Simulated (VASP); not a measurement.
# WS2 in VASP: notebook, part 2 of 3

VASP 6.6.1.

## 3. Band structure, revPBE

INCAR

```
SYSTEM = WS2
  PREC = Accurate
  ENCUT = 520
  EDIFF = 1E-7
  ISMEAR = -1
  SIGMA = 0.05
  LREAL = .FALSE.
  LASPH = .TRUE.
  NELM = 60
  ALGO = Normal
  ISIF = 2
  LWAVE = .FALSE.
  LCHARG = .FALSE.
  LMAXMIX = 4
  GGA = RE
  NBANDS = 35
```

KPOINTS

```
Automatic mesh
0
G
  7 7 2
  0 0 0
```

POSCAR

```
WS2
1.0
    3.1832085602      0.0000000000      0.0000000000
   -1.5916042801      2.7567394786      0.0000000000
    0.0000000000      0.0000000000     23.6687632500
W S
2 4
Direct
    0.6666666667      0.3333333333      0.3626824600
    0.3333333333      0.6666666667      0.6373175400
    0.6666666667      0.3333333333      0.7031838900
    0.3333333333      0.6666666667      0.4285581700
    0.6666666667      0.3333333333      0.5714418300
    0.3333333333      0.6666666667      0.2968161100
```

KPOINTS_OPT

```
path GMKGALHA,LM,KH
20
line-mode
reciprocal
 0.0000000000  0.0000000000  0.0000000000  G
 0.5000000000  0.0000000000  0.0000000000  M

 0.5000000000  0.0000000000  0.0000000000  M
 0.3333333333  0.3333333333  0.0000000000  K

 0.3333333333  0.3333333333  0.0000000000  K
 0.0000000000  0.0000000000  0.0000000000  G

 0.0000000000  0.0000000000  0.0000000000  G
 0.0000000000  0.0000000000  0.5000000000  A

 0.0000000000  0.0000000000  0.5000000000  A
 0.5000000000  0.0000000000  0.5000000000  L

 0.5000000000  0.0000000000  0.5000000000  L
 0.3333333333  0.3333333333  0.5000000000  H

 0.3333333333  0.3333333333  0.5000000000  H
 0.0000000000  0.0000000000  0.5000000000  A

 0.5000000000  0.0000000000  0.5000000000  L
 0.5000000000  0.0000000000  0.0000000000  M

 0.3333333333  0.3333333333  0.0000000000  K
 0.3333333333  0.3333333333  0.5000000000  H
```

Potentials or basis: VASP PAW PBE potentials, release 64 (W_sv, S).

Started as:

```sh
cat potpaw_PBE.64/W_sv/POTCAR potpaw_PBE.64/S/POTCAR > POTCAR
mpirun -np 1 vasp_std > vasp.out
```

Wall time 5.2 min (1 thread of Intel Xeon 6975P-C (Granite Rapids), shared host); peak memory 0.41 GiB.

The run converged. Its results:

```
Free energy             : -45.2554 eV
Largest force           : 0.399 eV/Å
Band gap on the k mesh  : 1.69 eV, indirect (least direct gap 2.41 eV)
Band gap along the path : 1.49 eV, indirect (least direct gap 1.78 eV)
```

Forces in eV/Å, atoms in the order of the input:
```
W    0.000  0.000 -0.016
W    0.000  0.000  0.016
S    0.000  0.000  0.399
S    0.000  0.000  0.287
S    0.000  0.000 -0.287
S    0.000  0.000 -0.399
```

Levels at the corners of the path, in eV from the valence-band top:
```csv
point,band 22,band 23,band 24,band 25,band 26,band 27,band 28,band 29,band 30,band 31
Γ,-1.98,-1.97,-1.97,-0.46,0.00,2.58,2.58,2.58,2.58,2.74
M,-2.42,-1.65,-1.60,-1.27,-1.22,2.54,2.55,2.98,3.05,3.66
M,-2.42,-1.65,-1.60,-1.27,-1.22,2.54,2.55,2.98,3.05,3.66
K,-3.55,-2.69,-2.69,-0.33,-0.28,1.49,1.49,2.92,3.29,3.76
K,-3.55,-2.69,-2.69,-0.33,-0.28,1.49,1.49,2.92,3.29,3.76
Γ,-1.98,-1.97,-1.97,-0.46,0.00,2.58,2.58,2.58,2.58,2.74
Γ,-1.98,-1.97,-1.97,-0.46,0.00,2.58,2.58,2.58,2.58,2.74
A,-1.98,-1.97,-1.97,-0.46,0.00,2.58,2.58,2.58,2.58,2.74
A,-1.98,-1.97,-1.97,-0.46,0.00,2.58,2.58,2.58,2.58,2.74
L,-2.42,-1.65,-1.60,-1.27,-1.22,2.54,2.55,2.98,3.05,3.66
L,-2.42,-1.65,-1.60,-1.27,-1.22,2.54,2.55,2.98,3.05,3.66
H,-3.55,-2.69,-2.69,-0.33,-0.28,1.49,1.49,2.92,3.29,3.76
H,-3.55,-2.69,-2.69,-0.33,-0.28,1.49,1.49,2.92,3.29,3.76
A,-1.98,-1.97,-1.97,-0.46,0.00,2.58,2.58,2.58,2.58,2.74
L,-2.42,-1.65,-1.60,-1.27,-1.22,2.54,2.55,2.98,3.05,3.66
M,-2.42,-1.65,-1.60,-1.27,-1.22,2.54,2.55,2.98,3.05,3.66
K,-3.55,-2.69,-2.69,-0.33,-0.28,1.49,1.49,2.92,3.29,3.76
H,-3.55,-2.69,-2.69,-0.33,-0.28,1.49,1.49,2.92,3.29,3.76
```

Caveat: the PAW data sets were made with another functional, which shifts forces and pressure a little; spin-orbit coupling is left out, which moves the levels of the heavy elements. As with any semilocal functional, this revPBE gap is likely too small.

## 4. Band structure, BLYP

INCAR: that of step 3 with these lines changed.

```diff
@@ -14,3 +14,7 @@
   LMAXMIX = 4
-  GGA = RE
+  GGA = B5
+  ALDAX = 1.0
+  AGGAX = 1.0
+  AGGAC = 1.0
+  ALDAC = 0.0
   NBANDS = 35
```

KPOINTS is that of step 3.

POSCAR is that of step 3.

KPOINTS_OPT is that of step 3.

Started as:

```sh
cat potpaw_PBE.64/W_sv/POTCAR potpaw_PBE.64/S/POTCAR > POTCAR
mpirun -np 1 vasp_std > vasp.out
```

It took 6.3 min on 1 thread of Intel Xeon 6975P-C (Granite Rapids), shared host; peak memory 0.39 GiB.

It converged, with:

```
Free energy             : -41.7837 eV
Largest force           : 0.805 eV/Å
Band gap on the k mesh  : 1.65 eV, indirect (least direct gap 2.40 eV)
Band gap along the path : 1.48 eV, indirect (least direct gap 1.79 eV)
```

Forces on the atoms (eV/Å):
```
W    0.000  0.000 -0.017
W    0.000  0.000  0.017
S    0.000  0.000  0.805
S    0.000  0.000  0.699
S    0.000  0.000 -0.699
S    0.000  0.000 -0.805
```

Levels at the corners of the path, in eV from the valence-band top:
| point | band 24 | band 25 | band 26 | band 27 | band 28 | band 29 |
| --- | --- | --- | --- | --- | --- | --- |
| Γ | -1.99 | -0.48 | 0.00 | 2.58 | 2.58 | 2.59 |
| M | -1.57 | -1.16 | -1.12 | 2.46 | 2.48 | 2.91 |
| M | -1.57 | -1.16 | -1.12 | 2.46 | 2.48 | 2.91 |
| K | -2.66 | -0.36 | -0.31 | 1.48 | 1.48 | 2.89 |
| K | -2.66 | -0.36 | -0.31 | 1.48 | 1.48 | 2.89 |
| Γ | -1.99 | -0.48 | 0.00 | 2.58 | 2.58 | 2.59 |
| Γ | -1.99 | -0.48 | 0.00 | 2.58 | 2.58 | 2.59 |
| A | -1.99 | -0.48 | 0.00 | 2.58 | 2.58 | 2.59 |
| A | -1.99 | -0.48 | 0.00 | 2.58 | 2.58 | 2.59 |
| L | -1.57 | -1.16 | -1.12 | 2.46 | 2.48 | 2.91 |
| L | -1.57 | -1.16 | -1.12 | 2.46 | 2.48 | 2.91 |
| H | -2.66 | -0.36 | -0.31 | 1.48 | 1.48 | 2.89 |
| H | -2.66 | -0.36 | -0.31 | 1.48 | 1.48 | 2.89 |
| A | -1.99 | -0.48 | 0.00 | 2.58 | 2.58 | 2.59 |
| L | -1.57 | -1.16 | -1.12 | 2.46 | 2.48 | 2.91 |
| M | -1.57 | -1.16 | -1.12 | 2.46 | 2.48 | 2.91 |
| K | -2.66 | -0.36 | -0.31 | 1.48 | 1.48 | 2.89 |
| H | -2.66 | -0.36 | -0.31 | 1.48 | 1.48 | 2.89 |

Caveat: the PAW data sets were made with another functional, which shifts forces and pressure a little; spin-orbit coupling is left out, which moves the levels of the heavy elements. BLYP gaps usually lie below the measured ones, often by a third to a half.

## 5. Band structure, PW91

INCAR: that of step 4 with these lines changed.

```diff
@@ -14,7 +14,3 @@
   LMAXMIX = 4
-  GGA = B5
-  ALDAX = 1.0
-  AGGAX = 1.0
-  AGGAC = 1.0
-  ALDAC = 0.0
+  GGA = 91
   NBANDS = 35
```

KPOINTS is that of step 4.

POSCAR is that of step 4.

KPOINTS_OPT is that of step 4.

Potentials or basis: VASP PAW PBE potentials, release 64 (W_sv, S).

Started as:

```sh
cat potpaw_PBE.64/W_sv/POTCAR potpaw_PBE.64/S/POTCAR > POTCAR
mpirun -np 1 vasp_std > vasp.out
```

OUTCAR:

```text
SYSTEM = WS2
   PREC = Accurate
   ENCUT = 520
   EDIFF = 1E-7
   ISMEAR = -1
   LREAL = .FALSE.
   LASPH = .TRUE.
   NELM = 60
   ISIF = 2
   GGA = 91

 ion  position               nearest neighbor table
   1  0.667  0.333  0.363-   6 2.41   6 2.41   6 2.41   4 2.41   4 2.41   4 2.41
   2  0.333  0.667  0.637-   3 2.41   3 2.41   3 2.41   5 2.41   5 2.41   5 2.41
   3  0.667  0.333  0.703-   2 2.41   2 2.41   2 2.41
   4  0.333  0.667  0.429-   1 2.41   1 2.41   1 2.41
   5  0.667  0.333  0.571-   2 2.41   2 2.41   2 2.41
   6  0.333  0.667  0.297-   1 2.41   1 2.41   1 2.41
[... 805 lines left out ...]
  -------------------------------------------------------------------------------------
  Total        1.4810719      1.4810719      2.2379978      0.0000000     -0.0000000     -0.0000000
  in kB       11.4248455     11.4248455     17.2636991      0.0000000     -0.0000000     -0.0000000
  external PRESSURE =      13.3711300 kB  Pullay stress =       0.0000000 kB

 VOLUME and BASIS-vectors are now :
 -----------------------------------------------------------------------------
  energy-cutoff  :      520.00
  volume of cell :      207.70
      direct lattice vectors                 reciprocal lattice vectors
     3.183208560  0.000000000  0.000000000     0.314148439  0.181373686  0.000000000
    -1.591604280  2.756739479  0.000000000     0.000000000  0.362747372  0.000000000
     0.000000000  0.000000000 23.668763250     0.000000000  0.000000000  0.042249778

 POSITION                                       TOTAL-FORCE (eV/Angst)
 -----------------------------------------------------------------------------------
      1.59160      0.91891      8.58425         0.000000     -0.000000     -0.012263
     -0.00000      1.83783     15.08452        -0.000000      0.000000      0.012263
      1.59160      0.91891     16.64349        -0.000000      0.000000      0.334456
     -0.00000      1.83783     10.14344        -0.000000      0.000000      0.295455
      1.59160      0.91891     13.52532         0.000000     -0.000000     -0.295455
     -0.00000      1.83783      7.02527         0.000000     -0.000000     -0.334456
 -----------------------------------------------------------------------------------
    total drift:                                0.000000     -0.000000      0.000000

  FREE ENERGIE OF THE ION-ELECTRON SYSTEM (eV)
  ---------------------------------------------------
  free  energy   TOTEN  =       -47.2170108161 eV

  energy  without entropy=      -47.2170108043  energy(sigma->0) =      -47.21701081
```

OSZICAR:

```text
N       E                     dE             d eps       ncg     rms          rms(c)
DAV:   1     0.484299328692E+03    0.48430E+03   -0.27880E+04  1312   0.132E+03
DAV:   2    -0.161290073032E+02   -0.50043E+03   -0.48573E+03  1427   0.341E+02
DAV:   3    -0.491577048659E+02   -0.33029E+02   -0.32615E+02  1402   0.859E+01
DAV:   4    -0.501771464504E+02   -0.10194E+01   -0.10132E+01  1437   0.159E+01
DAV:   5    -0.502094042171E+02   -0.32258E-01   -0.32236E-01  1439   0.290E+00    0.382E+01
DAV:   6    -0.475955728078E+02    0.26138E+01   -0.95860E+00  1253   0.205E+01    0.162E+01
DAV:   7    -0.473707559605E+02    0.22482E+00   -0.27201E+00  1266   0.872E+00    0.665E+00
DAV:   8    -0.472208933501E+02    0.14986E+00   -0.40320E-01  1279   0.445E+00    0.195E+00
DAV:   9    -0.472229820407E+02   -0.20887E-02   -0.57584E-02  1413   0.121E+00    0.114E+00
DAV:  10    -0.472186177841E+02    0.43643E-02   -0.16118E-02  1386   0.831E-01    0.245E-01
[... 122 further cycles ...]
DAV:   1     0.245730003637E+05   -0.10249E+05      344
DAV:   2     0.226012448855E+05   -0.19718E+04      358
DAV:   3     0.224893962595E+05   -0.11185E+03      346
DAV:   4     0.224865681718E+05   -0.28281E+01      352
DAV:   5     0.224864885287E+05   -0.79643E-01      352
DAV:   6     0.224864848633E+05   -0.36654E-02      392
DAV:   7     0.224864847460E+05   -0.11725E-03      352
DAV:   8     0.224864847406E+05   -0.54010E-05      368
DAV:   9     0.224864847403E+05   -0.29818E-06      280
DAV:  10     0.224864847403E+05   -0.14043E-07      216
```

It took 5.5 min on 1 thread of Intel Xeon 6975P-C (Granite Rapids), shared host; peak memory 0.38 GiB.

What came out:

```
Free energy             : -47.2170 eV
Largest force           : 0.334 eV/Å
Band gap on the k mesh  : 1.66 eV, indirect (least direct gap 2.41 eV)
Band gap along the path : 1.48 eV, indirect (least direct gap 1.78 eV)
```

Forces in eV/Å, atoms in the order of the input:
```
W    0.000  0.000 -0.012
W    0.000  0.000  0.012
S    0.000  0.000  0.334
S    0.000  0.000  0.295
S    0.000  0.000 -0.295
S    0.000  0.000 -0.334
```

Levels at the corners of the path, in eV from the valence-band top:
```
point  band 22  band 23  band 24  band 25  band 26  band 27  band 28  band 29  band 30  band 31
    Γ    -1.98    -1.97    -1.97    -0.48     0.00     2.57     2.57     2.58     2.58     2.73
    M    -2.41    -1.63    -1.58    -1.24    -1.20     2.51     2.52     2.95     3.03     3.63
    M    -2.41    -1.63    -1.58    -1.24    -1.20     2.51     2.52     2.95     3.03     3.63
    K    -3.53    -2.67    -2.67    -0.36    -0.30     1.48     1.48     2.87     3.27     3.73
    K    -3.53    -2.67    -2.67    -0.36    -0.30     1.48     1.48     2.87     3.27     3.73
    Γ    -1.98    -1.97    -1.97    -0.48     0.00     2.57     2.57     2.58     2.58     2.73
    Γ    -1.98    -1.97    -1.97    -0.48     0.00     2.57     2.57     2.58     2.58     2.73
    A    -1.98    -1.97    -1.97    -0.48     0.00     2.57     2.57     2.58     2.58     2.73
    A    -1.98    -1.97    -1.97    -0.48     0.00     2.57     2.57     2.58     2.58     2.73
    L    -2.41    -1.63    -1.58    -1.24    -1.20     2.51     2.52     2.95     3.03     3.63
    L    -2.41    -1.63    -1.58    -1.24    -1.20     2.51     2.52     2.95     3.03     3.63
    H    -3.53    -2.67    -2.67    -0.36    -0.30     1.48     1.48     2.87     3.27     3.73
    H    -3.53    -2.67    -2.67    -0.36    -0.30     1.48     1.48     2.87     3.27     3.73
    A    -1.98    -1.97    -1.97    -0.48     0.00     2.57     2.57     2.58     2.58     2.73
    L    -2.41    -1.63    -1.58    -1.24    -1.20     2.51     2.52     2.95     3.03     3.63
    M    -2.41    -1.63    -1.58    -1.24    -1.20     2.51     2.52     2.95     3.03     3.63
    K    -3.53    -2.67    -2.67    -0.36    -0.30     1.48     1.48     2.87     3.27     3.73
    H    -3.53    -2.67    -2.67    -0.36    -0.30     1.48     1.48     2.87     3.27     3.73
```

Caveat: the PAW data sets were made with another functional, which shifts forces and pressure a little; spin-orbit coupling is left out, which moves the levels of the heavy elements. A hybrid or GW would open this gap; PW91 tends to underestimate it.

(Continued in part 3 of 3.)
